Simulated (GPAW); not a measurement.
# MoS2 (P6_3/mmc) in GPAW: band structure with r2SCAN

Aim: the band structure of MoS2 with r2SCAN.

Program: GPAW 26.7.0. These are calculated values, not measurements. Logs are shortened: lines on timing, memory, paths and dates and some standing lists are left out, and cuts for length are marked. The log counts tension as positive stress, the text compression.

**Experimental background.**

“Multiwavelength excitation Raman Scattering Analysis of bulk and 2 dimensional MoS2: Vibrational properties of atomically thin MoS2 layers”, 2015, arxiv:1506.03228 reports, for a bulk crystal of MoS2 at 300 K: band gap 1.3 eV (indirect).

How close the calculation comes is told below.

**1. Starting point**

It takes space group P6_3/mmc (No. 194, hexagonal). The conventional cell has a = 3.169 Å, b = 3.169 Å, c = 12.324 Å, α = 90.00°, β = 90.00°, γ = 120.00°. Mo (site symmetry -6m2) has 6 S at 2.41 Å as nearest neighbours. Around S (site symmetry 3m) lie 3 Mo at 2.41 Å.

**2. Band structure, r2SCAN**

run.py

```python
from ase import Atoms
from ase.dft.bandgap import bandgap
from ase.io import write
from ase.units import GPa
from gpaw import GPAW, PW

atoms = Atoms(['Mo', 'Mo', 'S', 'S', 'S', 'S'],
              cell=[[3.169, 0.0, 0.0],
                    [-1.5845, 2.7444345046, 0.0],
                    [0.0, 0.0, 12.324]],
              scaled_positions=[[0.6666666667, 0.3333333333, 0.75],
                                [0.3333333333, 0.6666666667, 0.25],
                                [0.6666666667, 0.3333333333, 0.377],
                                [0.3333333333, 0.6666666667, 0.877],
                                [0.6666666667, 0.3333333333, 0.123],
                                [0.3333333333, 0.6666666667, 0.623]],
              pbc=True)

calc = GPAW(mode=PW(600),
            xc='MGGA_X_R2SCAN+MGGA_C_R2SCAN',
            kpts={'size': (6, 6, 2), 'gamma': True},
            occupations={'name': 'fermi-dirac', 'width': 0.05},
            nbands=46,
            convergence={'density': 1e-05, 'energy': 1e-05},
            maxiter=150,
            txt='gpaw.txt')
atoms.calc = calc
energy = atoms.get_potential_energy()
forces = atoms.get_forces()
stress = atoms.get_stress()
calc.write('gs.gpw')
write('result.traj', atoms)
print(f'Energy: {energy:.6f} eV')
print('Forces (eV/A):')
print(forces.round(4))
print('Stress (GPa):', (stress / GPa).round(3))
print('Fermi level:', round(calc.get_fermi_level(), 4), 'eV')
print(f'Gap: {bandgap(calc)[0]:.4f} eV, direct: {bandgap(calc, direct=True)[0]:.4f} eV')

path = atoms.cell.bandpath('GMKGALHA,LM,KH', npoints=60, eps=1e-4)
bs_calc = calc.fixed_density(kpts=path, symmetry='off', nbands=69,
                             convergence={'bands': 'CBM+6.0', 'eigenstates': 1e-6}, txt='bands.txt')
bs = bs_calc.band_structure()
bs.write('bs.json')
print(f'Gap on the path: {bandgap(bs_calc)[0]:.4f} eV')
```

Potentials or basis: GPAW PAW data sets (gpaw-data 1.2.1), pw.

Started as:

```sh
$ OMP_NUM_THREADS=1 python run.py
```

gpaw.txt:

```text
__  _  _
 | _ |_)|_||  |
 |__||  | ||/\| - 26.7.0

Input parameters:
  mode=PW(ecut=600.0),
  convergence={'density': 1e-05, 'energy': 1e-05},
  kpts=MonkhorstPack(size=(6, 6, 2), gamma=True),
  maxiter=150,
  nbands=46,
  occupations=Occupations(name='fermi-dirac', width=0.05),
  xc=XC(name='MGGA_X_R2SCAN+MGGA_C_R2SCAN')

Diagonalizing LCAO Hamiltonian
Converting LCAO to pw mode

        S

           Mo
        S

           S
        Mo

           S

Atoms  # Å, Bohr magnetons
|   | symbol |         x |        y |         z |    initial magnetic moments |
|---|--------|-----------|----------|-----------|-----------------------------|
| 0 |     Mo |  1.584500 | 0.914812 |  9.243000 | ( 0.0000,  0.0000,  0.0000) |
| 1 |     Mo | -0.000000 | 1.829623 |  3.081000 | ( 0.0000,  0.0000,  0.0000) |
| 2 |      S |  1.584500 | 0.914812 |  4.646148 | ( 0.0000,  0.0000,  0.0000) |
| 3 |      S | -0.000000 | 1.829623 | 10.808148 | ( 0.0000,  0.0000,  0.0000) |
| 4 |      S |  1.584500 | 0.914812 |  1.515852 | ( 0.0000,  0.0000,  0.0000) |
| 5 |      S | -0.000000 | 1.829623 |  7.677852 | ( 0.0000,  0.0000,  0.0000) |

Unit cell  # Å
| periodic |         x |        y |         z |   lengths |     angles |
|----------|-----------|----------|-----------|-----------|------------|
|      yes |  3.169000 | 0.000000 |  0.000000 |  3.169000 |  90.000000 |
|      yes | -1.584500 | 2.744435 |  0.000000 |  3.169000 |  90.000000 |
|      yes |  0.000000 | 0.000000 | 12.324000 | 12.324000 | 120.000000 |

Number of symmetries: 12
Symmetry operations  # r_c * U_cc + t_c -> r_c
|    | kind |            matrix            |
|----|------|------------------------------|
|  0 |  σ   |  1, 1, 0,  0,-1, 0,  0, 0, 1 |
|  1 |  S6  |  1, 1, 0, -1, 0, 0,  0, 0,-1 |
|  2 |  E   |  1, 0, 0,  0, 1, 0,  0, 0, 1 |
|  3 |  C2  |  1, 0, 0, -1,-1, 0,  0, 0,-1 |
|  4 |  C2  |  0, 1, 0,  1, 0, 0,  0, 0,-1 |
|  5 |  C3  |  0, 1, 0, -1,-1, 0,  0, 0, 1 |
|  6 |  S6  |  0,-1, 0,  1, 1, 0,  0, 0,-1 |
|  7 |  σ   |  0,-1, 0, -1, 0, 0,  0, 0, 1 |
|  8 |  σ   | -1, 0, 0,  1, 1, 0,  0, 0, 1 |
|  9 |  i   | -1, 0, 0,  0,-1, 0,  0, 0,-1 |
| 10 |  C3  | -1,-1, 0,  1, 0, 0,  0, 0, 1 |
| 11 |  C2  | -1,-1, 0,  0, 1, 0,  0, 0,-1 |

BZ-sampling:
  Number of BZ points: 72
  Number of IBZ points: 14

  Monkhorst-Pack size: [6, 6, 2]
  Monkhorst-Pack shift: [0.08333333333333333, 0.08333333333333333, 0.25]

K-points  # in reciprocal-cell coordinates
|     |                                coordinates |     weight |
|-----|--------------------------------------------|------------|
|   0 | (  0.00000000,   0.00000000,   0.00000000) | 0.01388889 |
|   1 | (  0.00000000,   0.00000000,   0.50000000) | 0.01388889 |
|   2 | (  0.16666667,   0.00000000,   0.00000000) | 0.08333333 |
|   3 | (  0.16666667,   0.00000000,   0.50000000) | 0.08333333 |
|   4 | (  0.33333333,  -0.16666667,   0.00000000) | 0.08333333 |
|   5 | (  0.33333333,  -0.16666667,   0.50000000) | 0.08333333 |
|   6 | (  0.33333333,   0.00000000,   0.00000000) | 0.08333333 |
|   7 | (  0.33333333,   0.00000000,   0.50000000) | 0.08333333 |
|   8 | (  0.33333333,   0.33333333,   0.00000000) | 0.02777778 |
|   9 | (  0.33333333,   0.33333333,   0.50000000) | 0.02777778 |
| ... |                                            |            |
|  13 | (  0.50000000,   0.50000000,   0.50000000) | 0.04166667 |

Plane wave coefficients: 3614
Cutoff: 600.0 eV

Spin-components: 1 (collinear spins)
Bands:           46
Projectors:      32
Spin-degeneracy: 2
Datatype:        complex128

Parallelization:
  kpt:    1
  domain: 1
  band:   1

Density:
  Valence electrons: 52.0
  Components: 1
  Grid points: [18 18 70]
  Charge: 0.0  # |e|

Potential:
  Grid points: [18 18 70]

species:
  Mo:
    name:    Molybdenum
    Z:       42.0
    valence: 14
    core:    28
    charge:  0.0  # [|e|]
    compensation charges:
      type: gauss
      rc: 0.38  # [Å]
      lmax: 2
    cutoffs:
      filter: 2.16  # [Å]
      core: 1.42  # [Å]
    projectors
    | kind |    occ | energy [eV] | rcut [Å] |
    |------|--------|-------------|----------|
    |   4s |  2.000 |     -64.307 |    1.238 |
    |   5s |  1.000 |      -4.084 |    1.238 |
    |   4p |  6.000 |     -38.491 |    1.296 |
    |   5p |  0.000 |      -1.044 |    1.296 |
    |   4d |  5.000 |      -3.754 |    1.296 |
    |    d |        |      23.458 |    1.296 |

    Using partial waves for Mo as LCAO basis

  S:
    name:    Sulfur
    Z:       16.0
    valence: 6
    core:    10
    charge:  0.0  # [|e|]
    compensation charges:
      type: gauss
      rc: 0.24  # [Å]
      lmax: 2
    cutoffs:
      filter: 1.77  # [Å]
      core: 1.66  # [Å]
    projectors
    | kind |    occ | energy [eV] | rcut [Å] |
    |------|--------|-------------|----------|
    |   3s |  2.000 |     -17.254 |    0.974 |
    |   3p |  4.000 |      -7.008 |    0.979 |
    |    s |        |       9.957 |    0.974 |
    |    p |        |      20.203 |    0.979 |
    |    d |        |       0.000 |    0.900 |

    Using partial waves for S as LCAO basis

Reference energy: -263698.624853  # eV

eigensolver:
  PPCG
  Converge bands: occupied
  niter=2

density mixing:
  MSR1-Mixer
  Pratt-step length: 0.05
  Maximum mixing coefficient: 0.75
  Old densities: 10
  SVD Regularization: 0.005
  Good broyden scale: 1.0
  Trust region scale: 1.0
  Backstep threshold: 4.0
  History deletion threshold: 6.0
  Fourier metric: weight=20.0, sigma=0.015

occupation numbers:
  Fermi-Dirac:
    width: 0.0500  # eV

poisson solver:
  ecut: 4800.0  # eV

xc functional:
  name: MGGA_X_R2SCAN+MGGA_C_R2SCAN with 2 nearest neighbor stencil

convergence criteria:
- Maximum integral of absolute [dens]ity change: 1e-05 electrons / valence electron
- Maximum [total energy] change in last 3 cyles: 1e-05 eV / valence electron
- Maximum integral of absolute [eigenst]ate change: 4e-08 eV^2 / valence electron
maximum number of iterations: 150

SCF iterations
|iter     | |      energy | eigst |  dens |
|---------|-|-------------|-------|-------|
|iter:   1| | -100.972010 | +0.61 |       |
|iter:   2| |  -85.022360 | -0.91 | -1.00 |
|iter:   3| |  -83.018133 | -0.90 | -1.04 |
|iter:   4| |  -83.086123 | -2.13 | -1.53 |
|iter:   5| |  -83.151266 | -2.32 | -1.74 |
|iter:   6| |  -83.116547 | -3.17 | -2.07 |
|iter:   7| |  -83.115207 | -3.47 | -2.39 |
|iter:   8| |  -83.115076 | -4.69 | -2.90 |
|iter:   9| |  -83.115067c| -5.50 | -3.41 |
|iter:  10| |  -83.115069c| -6.74 | -4.18 |
|iter:  11| |  -83.115069c| -8.00c| -4.70 |
|iter:  12| |  -83.115069c| -8.34c| -5.33c|

Converged in 12 steps
Energy contributions relative to reference atoms: (reference = -263698.624853)

Energy contributions:
  Kinetic:         -26.224089
  Coulomb:          13.499807
  Zero:             -0.776372
  External:          0.000000
  Xc:              -69.614414
  Entropy:          -0.000004
  Spinorbit:         0.000000
  ----------------------------
  Free energy:     -83.115071
  Extrapolated:    -83.115069

dipole moment: (0.000001, 0.000002, 0.000007)  # |e|*Ang

Fermi level: 8.508
Eigenvalues  # (at kpt = [0.000, 0.000, 0.000])
| band index |      eig [eV] | occ [0-2] |
|------------|---------------|-----------|
|          0 |       -55.516 |     2.000 |
|        ... |               |           |
|         18 |         4.650 |     2.000 |
|         19 |         5.758 |     2.000 |
|         20 |         5.758 |     2.000 |
|         21 |         5.808 |     2.000 |
|         22 |         5.808 |     2.000 |
|         23 |         6.770 |     2.000 |
[... 8 lines left out ...]
|         32 |        10.623 |     0.000 |
|         33 |        10.623 |     0.000 |
|        ... |               |           |
|         45 |        21.063 |     0.000 |

Gap: 0.989 eV
Transition (v -> c):
  (s=0, k=0, n=25, [0.00, 0.00, 0.00]) -> (s=0, k=4, n=26, [0.33, -0.17, 0.00])
Direct/indirect transitions are different
Direct gap: 1.753 eV
Transition at: (s=0, k=8, n=25, [0.33, 0.33, 0.00])

Forces  # eV/Ang
|       x |        y |        z |
|---------|----------|----------|
| 0.00000 | -0.00000 | -0.00003 |  # Mo   0
| 0.00000 |  0.00000 |  0.00003 |  # Mo   1
| 0.00000 | -0.00000 | -0.23023 |  # S    2
| 0.00000 |  0.00000 | -0.23020 |  # S    3
| 0.00000 | -0.00000 |  0.23020 |  # S    4
| 0.00000 |  0.00000 |  0.23023 |  # S    5

Stress tensor  # eV/Ang^3
|         x |         y |         z |
|-----------|-----------|-----------|
| -0.007805 | -0.000000 |  0.000000 |
| -0.000000 | -0.007805 | -0.000000 |
|  0.000000 | -0.000000 |  0.000363 |

# Writing to gs.gpw (mode='')
```

Run time: 8.1 min. Hardware: 1 thread of Arm Neoverse V2, shared host; peak memory 0.67 GiB.

Results:

```yaml
Free_energy: -83.1151 eV
Pressure: 0.8 GPa
Largest_force: 0.230 eV/Å
Band_gap_on_the_k_mesh: 0.99 eV, indirect (least direct gap 1.75 eV)
Band_gap_along_the_path: 0.98 eV, indirect (least direct gap 1.75 eV)
```

Forces on the atoms (eV/Å):
```
Mo   0.000  0.000  0.000
Mo   0.000  0.000  0.000
S    0.000  0.000 -0.230
S    0.000  0.000 -0.230
S    0.000  0.000  0.230
S    0.000  0.000  0.230
```

Stress tensor (GPa, compression positive):
```
 1.25  0.00  0.00
 0.00  1.25  0.00
 0.00  0.00 -0.06
```

Levels at the corners of the path, in eV from the valence-band top:
| point | band 22 | band 23 | band 24 | band 25 | band 26 | band 27 | band 28 | band 29 | band 30 | band 31 |
| --- | --- | --- | --- | --- | --- | --- | --- | --- | --- | --- |
| Γ | -2.25 | -2.25 | -1.29 | -1.17 | 0.00 | 2.24 | 2.24 | 2.27 | 2.27 | 2.38 |
| M | -2.63 | -1.87 | -1.67 | -1.44 | -1.32 | 1.68 | 1.72 | 2.08 | 2.34 | 3.11 |
| K | -3.96 | -2.85 | -2.85 | -0.80 | -0.65 | 1.11 | 1.11 | 1.98 | 2.99 | 2.99 |
| Γ | -2.25 | -2.25 | -1.29 | -1.17 | 0.00 | 2.24 | 2.24 | 2.27 | 2.27 | 2.38 |
| A | -2.28 | -2.28 | -2.28 | -0.28 | -0.28 | 2.25 | 2.25 | 2.25 | 2.25 | 2.48 |
| L | -2.77 | -1.77 | -1.77 | -1.37 | -1.37 | 1.70 | 1.70 | 2.22 | 2.22 | 3.48 |
| H | -3.59 | -3.03 | -3.03 | -0.73 | -0.73 | 1.11 | 1.11 | 2.44 | 2.44 | 3.02 |
| A | -2.28 | -2.28 | -2.28 | -0.28 | -0.28 | 2.25 | 2.25 | 2.25 | 2.25 | 2.48 |
| L | -2.77 | -1.77 | -1.77 | -1.37 | -1.37 | 1.70 | 1.70 | 2.22 | 2.22 | 3.48 |
| M | -2.63 | -1.87 | -1.67 | -1.44 | -1.32 | 1.68 | 1.72 | 2.08 | 2.34 | 3.11 |
| K | -3.96 | -2.85 | -2.85 | -0.80 | -0.65 | 1.11 | 1.11 | 1.98 | 2.99 | 2.99 |
| H | -3.59 | -3.03 | -3.03 | -0.73 | -0.73 | 1.11 | 1.11 | 2.44 | 2.44 | 3.02 |

Caveat: the PAW data sets were made with another functional, which shifts forces and pressure a little.

**3. The reference run**

An earlier run on the cell as given: functional PBEsol; potentials or basis PAW data sets generated in the run's folder for this functional; cutoff 600 eV; basis pw; k mesh 10 × 10 × 3; occupations fermi-dirac, width 0.05 eV; no spin polarisation.

- Pressure: -3.1 GPa
- Largest force: 0.313 eV/Å
- Band gap on the k mesh: 0.88 eV, indirect (least direct gap 1.85 eV)

**4. Against experiment**

Step 2. Measured gap of MoS2: 1.3 eV (indirect; 300 K; “Multiwavelength excitation Raman Scattering Analysis of bulk and 2 dimensional MoS2: Vibrational properties of atomically thin MoS2 layers”, 2015, arxiv:1506.03228). This calculation gives 0.98 eV (-0.32 eV). Spin-orbit coupling on Mo is left out. The value is that of r2SCAN, without temperature or zero-point motion.
